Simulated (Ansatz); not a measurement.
# Does disorder add resistance in series? Al(111) layers with 50 % Ti

Two lengths of the disordered region are known. What area resistance does the third give?

Set-up. Ansatz 0.2.0, plane waves with PAW datasets at their recommended cutoffs (420 eV for most), Fermi-Dirac smearing; ballistic transmission by layer matching. The area resistance is RA = A (h/2e²)(1/T − 1/N), with T the zone-mean transmission per spin and N the lead's channels, both averaged over a few energies near the Fermi level; for magnets each spin is taken apart, with h/e², and the two conduct in parallel. Lateral cell 2x2, PBE, a fresh random draw for each length.

The runs, with one result withheld:

| length (Å) | channels N | RA (fΩ m²) |
| --- | --- | --- |
| 9.35 | 5.470 | 2.61 |
| 18.7 | 5.483 | 3.23 |
| 28.0 | 5.470 | ? |

Worked fit:

Ohm's law makes RA linear in the length: the slope is (3.23 − 2.61)/(18.7 − 9.35) = 0.0662 fΩ m² per Å, or 66 µΩ cm. Then 3.23 + 0.0662 × 9.35. Predicted: 3.85 fΩ m².

**The withheld run.**

4.83 fΩ m², so the prediction is 20 % too low. The three lengths together give 119 µΩ cm. Single draws scatter; these runs don't part the causes of the miss, and leave the question open.

Caveats: The scatterers repeat sideways with the small cell. The slope is a raw one; a model of isotropic scattering puts it 1.00 times the bulk value over these lengths. Atoms sit unrelaxed on the host's lattice, and the pair may not mix at random in practice.
